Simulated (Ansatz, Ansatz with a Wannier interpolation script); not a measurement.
# Settings in Wannier-interpolated G0W0: CsPbCl3 (Pm-3m)

How do the Wannier model and the GW settings move the interpolated bands of CsPbCl3 (Pm-3m)?

Calculated with Ansatz 0.2.0; maximally localised Wannier functions, PBE, plane waves, PAW.

## (1) Starting point

The structure is cubic, space group Pm-3m (No. 221). The conventional cell has a = 5.605 Å, b = 5.605 Å, c = 5.605 Å, α = 90.00°, β = 90.00°, γ = 90.00°. Cs has 12 Cl at 3.96 Å nearest. Nearest to Pb lie 6 Cl at 2.80 Å. Nearest to Cl lie 2 Pb at 2.80 Å and 4 Cs at 3.96 Å. Farther neighbours and most contacts between anions are not listed.

The cell and positions come from the Crystallography Open Database and are kept as given unless a step says otherwise. Spin-orbit coupling is left out unless a step names it. The default PAW set here is soft_2. Its files were made with PBE.

## (2) Wannier model on 8×8×8

Localised functions give a small Hamiltonian that interpolates between mesh points at no cost.

Contents of input.yaml:

```yaml
crystal:
  lattice:
    - [5.605, 0.0, 0.0]
    - [0.0, 5.605, 0.0]
    - [0.0, 0.0, 5.605]
  atoms:
    - { symbol: Cs, position: [0.0, 0.0, 0.0] }
    - { symbol: Pb, position: [0.5, 0.5, 0.5] }
    - { symbol: Cl, position: [0.5, 0.5, 0.0] }
    - { symbol: Cl, position: [0.0, 0.5, 0.5] }
    - { symbol: Cl, position: [0.5, 0.0, 0.5] }
kpoints:
  mp_grid: { grid: [4, 4, 4] }
hamiltonian:
  xc: pbe
scf:
  occupations: { method: fixed }
  n_extra_bands: 93
output:
  wannier:
    kmesh: [8, 8, 8]
    projections:
      - { species: Cl, l: p, shell: 3 }
      - { species: Cs, l: s, shell: 6 }
      - { species: Pb, l: p, shell: 6 }
    minimise: true
    write_hr: true
    seedname: w
    conv_tol: 1.0e-07
    max_iter: 4000
    disentanglement:
      window: [-0.71, 12.96]
      frozen_window: [-0.71, 8.35]
      conv_tol: 1.0e-08
```

Launch:

```console
> ansatz run input.yaml --threads 3 --pin off --max-ram 64512MiB --backend cuda --events-out ev --progress --plain --runs-dir out --devices 1 --max-vram 24GiB  # rebuilt from the run's record
```

Numbers of over 12 decimals in the logs are rounded to 6 here.

What it wrote:

```text
scf.n_extra_bands = 93 over 22 filled bands (N_el = 44.0): the run solves 115 bands
GPUs: using 1 of 1 available (devices: 1).
Engine: ansatz 0.2.0, x86_64-unknown-linux-gnu
Pseudopotentials: kind: paw
Pseudopotential: Cs, paw, valence charge 9, recommended cutoff 420 eV (normal), Cs.paw.azcp
Pseudopotential: Pb, paw, valence charge 14, recommended cutoff 420 eV (normal), Pb.paw.azcp
Pseudopotential: Cl, paw, valence charge 7, recommended cutoff 420 eV (normal), Cl.paw.azcp
Functional definition: PBE
  parameter kappa = 0.804
  parameter beta = 0.066725
  exchange = pbe_x(kappa = kappa, mu = beta*pi^2/3)
  correlation = pbe_c(beta = beta)
device memory: the entry about to start is reckoned to put 4.5 GiB on a device that reports 64.5 GiB free (of which the cap on the GPU budget leaves the run 24.0 GiB)
GPU FFT provider: cuFFT
GPU libraries: cuBLAS 13.8.2, cuFFT 12.4.0, cuSOLVER 12.3.4
Crystal: 5 atoms, lattice volume = 176.087 Å³
Basis set: ecut = 420 eV, 3407 PW (Γ)
Bands: 115, of which v1, the nominal top of the filled ones, is band 22 counted from 1 (21 counted from 0)
Symmetry: 48 space group operations
Space group: Pm-3m (ITA 221), of the structure as read, at distance tolerance 5.6e-5 Å
k-points: 10 of 64
Non-local potential: Cs, projectors of the file, l = 0: 3, l = 1: 2, l = 2: 2, l = 3: 2
Non-local potential: Pb, projectors of the file, l = 0: 2, l = 1: 2, l = 2: 2, l = 3: 2
Non-local potential: Cl, projectors of the file, l = 0: 2, l = 1: 2, l = 2: 2
PAW form: soft (Blöchl's): semilocal exchange-correlation on the pseudo side does not see the compensation charge
PAW one-centre angular grid: Cs, 194 points (default); XC on 64 Gauss nodes
PAW one-centre angular grid: Pb, 590 points (default); XC on 64 Gauss nodes
PAW one-centre angular grid: Cl, 110 points (default); XC on 64 Gauss nodes
Initial density: superposition of atomic densities (neutral atoms: chi_scale 0, normalization atom), corrected by the library's trained network
Initial wavefunctions: pseudopotential atomic-orbital guess
GPU buffer pool allocated for 64000 grid points (all kernels)
GPU transforms: local potential and band sums: pruned to the plane-wave sphere, on 40×40×40
Functional: x = pbe(κ = 0.804, μ = 0.219515), c = pbe(β = 0.066725)
SCF iter   1: F=—  HF=-20823.255141 eV  |F-HF|=—  |Δ(HF+E_count)|=         —  Δρ=9.62e-4  dr2=2.81e-3  ethr=1.77e-3  ⟨swp⟩=4.9  Hψ=4016  notcnv=0  defer=896
preconditioner: auto → Resta (q_TF=auto, 2.165 Å⁻¹)  ε∞=1.4  [insulator: Δε(μ)=1.936 eV  Ē_g=27.935 eV  n_scr=26 (ndim 8)  ℏωp=18.1 eV  f_vac=0.062  ε∞_Penn≈1.4]
SCF iter   2: F=—  HF=-20823.254901 eV  |F-HF|=—  |Δ(HF+E_count)|=   2.40e-4  Δρ=5.70e-4  dr2=7.87e-4  ethr=6.38e-6  ⟨swp⟩=2.0  Hψ=1539  notcnv=0  defer=908
SCF iter   3: F=—  HF=-20823.254624 eV  |F-HF|=—  |Δ(HF+E_count)|=   2.77e-4  Δρ=2.32e-4  dr2=1.03e-4  ethr=1.79e-6  ⟨swp⟩=2.0  Hψ=365  notcnv=0  defer=891
SCF iter   4: F=—  HF=-20823.254638 eV  |F-HF|=—  |Δ(HF+E_count)|=   1.44e-5  Δρ=8.71e-5  dr2=2.09e-5  ethr=2.35e-7  ⟨swp⟩=2.0  Hψ=487  notcnv=0  defer=901
SCF iter   5: F=—  HF=-20823.254650 eV  |F-HF|=—  |Δ(HF+E_count)|=   1.21e-5  Δρ=4.45e-5  dr2=5.95e-6  ethr=4.75e-8  ⟨swp⟩=2.0  Hψ=431  notcnv=0  defer=850
SCF iter   6: F=—  HF=-20823.254649 eV  |F-HF|=—  |Δ(HF+E_count)|=   1.41e-6  Δρ=2.04e-5  dr2=1.26e-6  ethr=1.35e-8  ⟨swp⟩=2.2  Hψ=426  notcnv=0  defer=850
SCF iter   7: F=—  HF=-20823.254648 eV  |F-HF|=—  |Δ(HF+E_count)|=   3.49e-7  Δρ=9.06e-6  dr2=2.56e-7  ethr=2.87e-9  ⟨swp⟩=2.1  Hψ=399  notcnv=0  defer=850
SCF iter   8: F=-20823.254648 eV  HF=-20823.254648 eV  |F-HF|=1.07e-8  |Δ(HF+E_count)|=   8.21e-8  Δρ=2.08e-6  dr2=1.35e-8  ethr=2.27e-10  ⟨swp⟩=17.0  Hψ=12254  notcnv=0
SCF 1 converged in 8 iterations: F = -20823.254648 eV  dr2 = 1.35e-8
[...]
device memory: the entry about to start is reckoned to put 5.5 GiB (of the 5.6 GiB reckoned in all, the device holds 0.1 GiB already) on a device that reports 64.3 GiB free (of which the cap on the GPU budget leaves the run 23.9 GiB)
NSCF: frozen V_eff on 10 k-points
[...]
device memory: the entry about to start is reckoned to put 4.3 GiB on a device that reports 64.4 GiB free (of which the cap on the GPU budget leaves the run 24.0 GiB)
NSCF: frozen V_eff on 38 k-points
the Wannier pass solved 38 of the 512 points of its mesh, and has the states at the others by symmetry: states obtained by the crystal's operations at points that were solved too leave a residual of 3.51e-13 eV (read by the count's bands and the next), within 5.56e-6 eV
SCF converged after 8 iterations
Free energy (F): -20823.254648 eV
Harris-Foulkes:  -20823.254648 eV  (|F-HF|=1.07e-8)
Internal energy: -20823.254648 eV  (E = F + TS)
E sigma→0 (E₀):  -20823.254648 eV
Fermi energy:    4.122085 eV
--- Per-component energies (eV) ---
  E_band       = -234.021243
  E_kinetic    = 913.646399
  E_local      = -2668.274171  (includes V_loc(G=0)·N_el)
  E_nonlocal   = 465.775632
  E_hartree    = 1011.038009
  E_xc         = -718.582849
  E_vxc        = -627.254435  (∫ρ·V_xc dr)
  E_paw        = -17446.658681  (= ΣΔE_a)
  E_vpaw       = -339.989083  (= ΣTr[D̂ρ^β])
  E_aug_tail   = 0.000317  (compensation charges beyond the density's cutoff)
  E_ewald      = -2380.199303
  E_smearing   = -0.000000  (= −TS)
  E_closure    = 0.000000  (closes the sum)
  Σ components = -20823.254648   (vs F -20823.254648, Δ=0.00e0)
--- Band table (eV; the first three rows and the last of 10) ---
  k-point 0: bands = [... 18 lower, 1.4706, 1.5781, 1.5781, 1.5781, 7.4574, 8.3927, 8.3927, 9.3016, ... 89 higher]
  k-point 1: bands = [... 18 lower, 1.4215, 1.5233, 1.5233, 1.6771, 7.9622, 8.7426, 8.7971, 8.9439, ... 89 higher]
  k-point 2: bands = [... 18 lower, 1.3728, 1.4677, 1.4677, 2.4264, 7.1389, 8.7953, 9.3025, 9.4428, ... 89 higher]
  k-point 9: bands = [... 18 lower, 1.8981, 1.8981, 1.8981, 4.1221, 6.0485, 6.0485, 6.0485, 9.2141, ... 89 higher]
Wannier search: line search 1 of at most 4000: gauge-dependent spread (as the search counts it) 0.8728538 Å², largest recent change 2.8e-1 Å² and fall left 6.3e-5 Å² against conv_tol 1.0e-7 Å², 0 stops escaped
```

The job ended after 13 s (1 × NVIDIA H100 80GB HBM3 (shared by 3 runs) with 3 threads of AMD EPYC 7R13 (Zen 3), shared host; peak memory 1.7 GiB).

Reading the cycles: dr2 is the Hartree energy of the density residual (eV), the measure of convergence; HF is the Harris–Foulkes estimate of the energy, which meets the free energy F at convergence.

This step gave:

```
gauge-invariant spread     : 35.14 Å²
diagonal spread            : 8.57e-26 Å²
off-diagonal spread        : 0.8725 Å²
total spread               : 36.01 Å²
least projectability       : 0.4126
localisation steps         : 8
disentanglement steps      : 145
r.m.s. interpolation error : 8.07e-4 eV
r.m.s. error near the gap  : 0.001524 eV
```

Near the gap the model misses directly solved bands by 1.5 meV r.m.s. and by 6 meV at most in the window tested. This tests the starting bands, not the corrections carried with them.

## (3) Wannier model on 4×4×4

input.yaml: that of step 2 with these lines changed.

```diff
@@ -20,3 +20,3 @@
   wannier:
-    kmesh: [8, 8, 8]
+    kmesh: [4, 4, 4]
     projections:
```

What it wrote:

```text
[...]
GPUs: using 1 of 1 available (devices: 1).
[...]
GPU FFT provider: cuFFT
GPU libraries: cuBLAS 13.8.2, cuFFT 12.4.0, cuSOLVER 12.3.4
Crystal: 5 atoms, lattice volume = 176.087 Å³
Basis set: ecut = 420 eV, 3407 PW (Γ)
Bands: 115, of which v1, the nominal top of the filled ones, is band 22 counted from 1 (21 counted from 0)
Symmetry: 48 space group operations
[...]
k-points: 10 of 64
[...]
GPU buffer pool allocated for 64000 grid points (all kernels)
[...]
SCF iter   1: F=—  HF=-20823.255141 eV  |F-HF|=—  |Δ(HF+E_count)|=         —  Δρ=9.62e-4  dr2=2.81e-3  ethr=1.77e-3  ⟨swp⟩=4.9  Hψ=4016  notcnv=0  defer=896
[...]
SCF iter   8: F=-20823.254648 eV  HF=-20823.254648 eV  |F-HF|=1.07e-8  |Δ(HF+E_count)|=   8.21e-8  Δρ=2.08e-6  dr2=1.35e-8  ethr=2.27e-10  ⟨swp⟩=17.0  Hψ=12254  notcnv=0
SCF 1 converged in 8 iterations: F = -20823.254648 eV  dr2 = 1.35e-8
[...]
NSCF: frozen V_eff on 10 k-points
[...]
SCF converged after 8 iterations
Free energy (F): -20823.254648 eV
[...]
Internal energy: -20823.254648 eV  (E = F + TS)
E sigma→0 (E₀):  -20823.254648 eV
Fermi energy:    4.122085 eV
[...]
--- Band table (eV; the first three rows and the last of 10) ---
  k-point 0: bands = [... 18 lower, 1.4706, 1.5781, 1.5781, 1.5781, 7.4574, 8.3927, 8.3927, 9.3016, ... 89 higher]
  k-point 1: bands = [... 18 lower, 1.4215, 1.5233, 1.5233, 1.6771, 7.9622, 8.7426, 8.7971, 8.9439, ... 89 higher]
  k-point 2: bands = [... 18 lower, 1.3728, 1.4677, 1.4677, 2.4264, 7.1389, 8.7953, 9.3025, 9.4428, ... 89 higher]
  k-point 9: bands = [... 18 lower, 1.8981, 1.8981, 1.8981, 4.1221, 6.0485, 6.0485, 6.0485, 9.2141, ... 89 higher]
[...]
```

It took 5.1 s on 1 × NVIDIA H100 80GB HBM3 (shared by 3 runs) with 3 threads; peak memory 1.1 GiB; 6.8 s of CPU time.

This step gave:

```
gauge-invariant spread     : 32.33 Å²
diagonal spread            : 3.40e-27 Å²
off-diagonal spread        : 0.9196 Å²
total spread               : 33.25 Å²
least projectability       : 0.4126
localisation steps         : 8
disentanglement steps      : 45
r.m.s. interpolation error : 0.01097 eV
r.m.s. error near the gap  : 0.02045 eV
```

Near the gap the model misses directly solved bands by 20.5 meV r.m.s. and by 92 meV at most in the window tested. This tests the starting bands, not the corrections carried with them.

Frozen up to 4.23 eV; above it the model need not follow the bands. Electronic bands along the path, in eV, zero at the valence-band top; v1 is the highest filled band, c1 the lowest empty one:

| point | v4 | v3 | v2 | v1 | c1 | c2 | c3 | c4 |
| --- | --- | --- | --- | --- | --- | --- | --- | --- |
| Γ | -2.65 | -2.54 | -2.54 | -2.54 | 3.34 | 6.18 | 6.18 | 6.18 |
| halfway | -2.70 | -2.60 | -2.60 | -2.44 | 3.84 | 4.70 | 5.73 | 5.73 |
| X | -2.75 | -2.65 | -2.65 | -1.70 | 3.02 | 4.87 | 5.45 | 5.45 |
| halfway | -2.74 | -2.66 | -2.41 | -1.46 | 2.76 | 4.07 | 5.15 | 5.38 |
| M | -2.84 | -2.77 | -2.23 | -0.82 | 2.51 | 2.51 | 4.91 | 5.93 |
| halfway | -2.67 | -2.64 | -2.44 | -2.26 | 4.08 | 4.24 | 4.72 | 5.37 |
| Γ | -2.65 | -2.54 | -2.54 | -2.54 | 3.34 | 6.18 | 6.18 | 6.18 |
| halfway | -2.46 | -2.46 | -2.45 | -2.11 | 3.90 | 3.90 | 3.98 | 5.02 |
| R | -2.22 | -2.22 | -2.22 | 0.00 | 1.93 | 1.93 | 1.93 | 5.09 |
| halfway | -2.50 | -2.47 | -2.37 | -1.26 | 2.48 | 3.67 | 3.82 | 5.44 |
| X | -2.75 | -2.65 | -2.65 | -1.70 | 3.02 | 4.87 | 5.45 | 5.45 |
| jump to R | -2.22 | -2.22 | -2.22 | 0.00 | 1.93 | 1.93 | 1.93 | 5.09 |
| halfway | -2.45 | -2.45 | -2.23 | -0.62 | 2.22 | 2.22 | 3.49 | 5.52 |
| M | -2.84 | -2.77 | -2.23 | -0.82 | 2.51 | 2.51 | 4.91 | 5.93 |

The same for Kohn-Sham, solved directly:

| point | v4 | v3 | v2 | v1 | c1 | c2 | c3 | c4 |
| --- | --- | --- | --- | --- | --- | --- | --- | --- |
| Γ | -2.65 | -2.54 | -2.54 | -2.54 | 3.34 | 4.27 | 4.27 | 5.18 |
| X | -2.75 | -2.65 | -2.65 | -1.70 | 3.02 | 4.67 | 5.18 | 5.32 |
| M | -2.84 | -2.77 | -2.23 | -0.82 | 2.51 | 2.51 | 4.91 | 5.37 |
| Γ | -2.65 | -2.54 | -2.54 | -2.54 | 3.34 | 4.27 | 4.27 | 5.18 |
| R | -2.22 | -2.22 | -2.22 | 0.00 | 1.93 | 1.93 | 1.93 | 5.09 |
| X | -2.75 | -2.65 | -2.65 | -1.70 | 3.02 | 4.67 | 5.18 | 5.32 |
| R | -2.22 | -2.22 | -2.22 | 0.00 | 1.93 | 1.93 | 1.93 | 5.09 |
| M | -2.84 | -2.77 | -2.23 | -0.82 | 2.51 | 2.51 | 4.91 | 5.37 |

## (4) A faulty Wannier input

input.yaml: that of step 3 with these lines changed.

```diff
@@ -31,4 +31,4 @@
     disentanglement:
-      window: [-0.71, 12.96]
-      frozen_window: [-0.71, 8.35]
+      window: [-0.71, 6.05]
+      frozen_window: [-0.71, 5.85]
       conv_tol: 1.0e-08
```

What it wrote:

```text
scf.n_extra_bands = 93 over 22 filled bands (N_el = 44.0): the run solves 115 bands
GPUs: using 1 of 1 available (devices: 1).
Engine: ansatz 0.2.0, x86_64-unknown-linux-gnu
Pseudopotentials: kind: paw
Pseudopotential: Cs, paw, valence charge 9, recommended cutoff 420 eV (normal), Cs.paw.azcp
Pseudopotential: Pb, paw, valence charge 14, recommended cutoff 420 eV (normal), Pb.paw.azcp
Pseudopotential: Cl, paw, valence charge 7, recommended cutoff 420 eV (normal), Cl.paw.azcp
Functional definition: PBE
  parameter kappa = 0.804
  parameter beta = 0.066725
  exchange = pbe_x(kappa = kappa, mu = beta*pi^2/3)
  correlation = pbe_c(beta = beta)
device memory: the entry about to start is reckoned to put 4.5 GiB on a device that reports 70.7 GiB free (of which the cap on the GPU budget leaves the run 24.0 GiB)
GPU FFT provider: cuFFT
GPU libraries: cuBLAS 13.8.2, cuFFT 12.4.0, cuSOLVER 12.3.4
Crystal: 5 atoms, lattice volume = 176.087 Å³
Basis set: ecut = 420 eV, 3407 PW (Γ)
Bands: 115, of which v1, the nominal top of the filled ones, is band 22 counted from 1 (21 counted from 0)
Symmetry: 48 space group operations
Space group: Pm-3m (ITA 221), of the structure as read, at distance tolerance 5.6e-5 Å
k-points: 10 of 64
Non-local potential: Cs, projectors of the file, l = 0: 3, l = 1: 2, l = 2: 2, l = 3: 2
Non-local potential: Pb, projectors of the file, l = 0: 2, l = 1: 2, l = 2: 2, l = 3: 2
Non-local potential: Cl, projectors of the file, l = 0: 2, l = 1: 2, l = 2: 2
PAW form: soft (Blöchl's): semilocal exchange-correlation on the pseudo side does not see the compensation charge
PAW one-centre angular grid: Cs, 194 points (default); XC on 64 Gauss nodes
[...]
NSCF: frozen V_eff on 10 k-points
[...]
device memory: the entry about to start is reckoned to put 4.0 GiB on a device that reports 70.3 GiB free (of which the cap on the GPU budget leaves the run 24.0 GiB)
NSCF: frozen V_eff on 13 k-points
the Wannier pass solved 13 of the 64 points of its mesh, and has the states at the others by symmetry: states obtained by the crystal's operations at points that were solved too leave a residual of 4.06e-13 eV (read by the count's bands and the next), within 4.17e-6 eV
SCF converged after 8 iterations
Free energy (F): -20823.254648 eV
Harris-Foulkes:  -20823.254648 eV  (|F-HF|=1.07e-8)
Internal energy: -20823.254648 eV  (E = F + TS)
E sigma→0 (E₀):  -20823.254648 eV
Fermi energy:    4.122085 eV
--- Per-component energies (eV) ---
  E_band       = -234.021243
  E_kinetic    = 913.646399
  E_local      = -2668.274171  (includes V_loc(G=0)·N_el)
  E_nonlocal   = 465.775632
  E_hartree    = 1011.038009
  E_xc         = -718.582849
  E_vxc        = -627.254435  (∫ρ·V_xc dr)
  E_paw        = -17446.658681  (= ΣΔE_a)
  E_vpaw       = -339.989083  (= ΣTr[D̂ρ^β])
  E_aug_tail   = 0.000317  (compensation charges beyond the density's cutoff)
  E_ewald      = -2380.199303
  E_smearing   = -0.000000  (= −TS)
  E_closure    = 0.000000  (closes the sum)
  Σ components = -20823.254648   (vs F -20823.254648, Δ=0.00e0)
--- Band table (eV; the first three rows and the last of 10) ---
  k-point 0: bands = [... 18 lower, 1.4706, 1.5781, 1.5781, 1.5781, 7.4574, 8.3927, 8.3927, 9.3016, ... 89 higher]
  k-point 1: bands = [... 18 lower, 1.4215, 1.5233, 1.5233, 1.6771, 7.9622, 8.7426, 8.7971, 8.9439, ... 89 higher]
  k-point 2: bands = [... 18 lower, 1.3728, 1.4677, 1.4677, 2.4264, 7.1389, 8.7953, 9.3025, 9.4428, ... 89 higher]
  k-point 9: bands = [... 18 lower, 1.8981, 1.8981, 1.8981, 4.1221, 6.0485, 6.0485, 6.0485, 9.2141, ... 89 higher]
```

Elapsed: 4.7 s, on 1 × NVIDIA H100 80GB HBM3 (shared by 3 runs) with 3 threads; peak memory 1.1 GiB.

The self-consistent loop converged; the step after it was not made. The program's words: output.wannier: at mesh point 0 (counted from 0) output.wannier.disentanglement.window holds 9 states for 13 functions, beside 0 of inner shells that are left out. Raise the window's top, and output.wannier.disentanglement.top_band where it is typed. No Wannier file is written

The fault put into this input: an outer window with too few states.

## (5) G0W0: 4×4×4 mesh, 734 empty bands, screening to 150 eV

G0W0 replaces the xc potential by the self-energy, built once from these orbitals. Only a window of levels is corrected, while the sums run over the empty bands that the input names.

This step: G0W0 on PBE, plane waves, PAW.

input.yaml, the sections that differ from step 4:

```yaml
scf:
  occupations: { method: fixed }
gw:
  n_empty_bands: 734
  ecut_chi: 150.0
  qp_bands: [v9, c3]
  screening: { model: contour_deformation }
# crystal, kpoints, hamiltonian: as in step 4
# output: removed
```

What it wrote:

```text
GPUs: using 1 of 1 available (devices: 1).
[...]
GPU FFT provider: cuFFT
GPU libraries: cuBLAS 13.8.2, cuFFT 12.4.0, cuSOLVER 12.3.4
Crystal: 5 atoms, lattice volume = 176.087 Å³
Basis set: ecut = 420 eV, 3407 PW (Γ)
Bands: 27, of which v1, the nominal top of the filled ones, is band 22 counted from 1 (21 counted from 0)
Symmetry: 48 space group operations
[...]
k-points: 10 of 64
[...]
0    21      1.5782   -20.6410     3.0625   -16.2537  0.7377     0.1995     0.2535  root
[...]
9    22      4.1221   -20.3994     0.8153   -18.7474  0.7758     3.2733     3.2855  root
     9    23      6.0485    -7.8986    -3.3724   -11.6788  0.8044     6.4591     6.4563  root
     9    24      6.0485    -7.8986    -3.3724   -11.6788  0.8044     6.4591     6.4563  root
     9    25      6.0485    -7.8986    -3.3724   -11.6788  0.8044     6.4591     6.4563  root
[key lines of the parts left out:]
SCF converged after 6 iterations
Free energy (F): -20823.254648 eV
Fermi energy:    4.122120 eV
```

The job ended after 25 s (1 × NVIDIA H100 80GB HBM3 (shared by 3 runs) with 3 threads; peak memory 2.1 GiB; 43 s of CPU time).

The G0W0 gap on the mesh is 3.171 eV.

(Continued in part 2 of 2.)

[Paths, hosts, dates, memory and timing lines, banners, echoed tables and standing remarks are left out of the program output.]

[Logs are printed without paths, hosts, clocks, repeated set-up lines and the standing remarks that a program may print on its own settings, such as how far it seeks lower states.]

[Runs of the session that timed out or met a known fault of the program may be left out.]

[Hosts, paths, dates, database ids (printed as entryN), source tags and the programs' standing remarks are cut or masked in the printed files.]
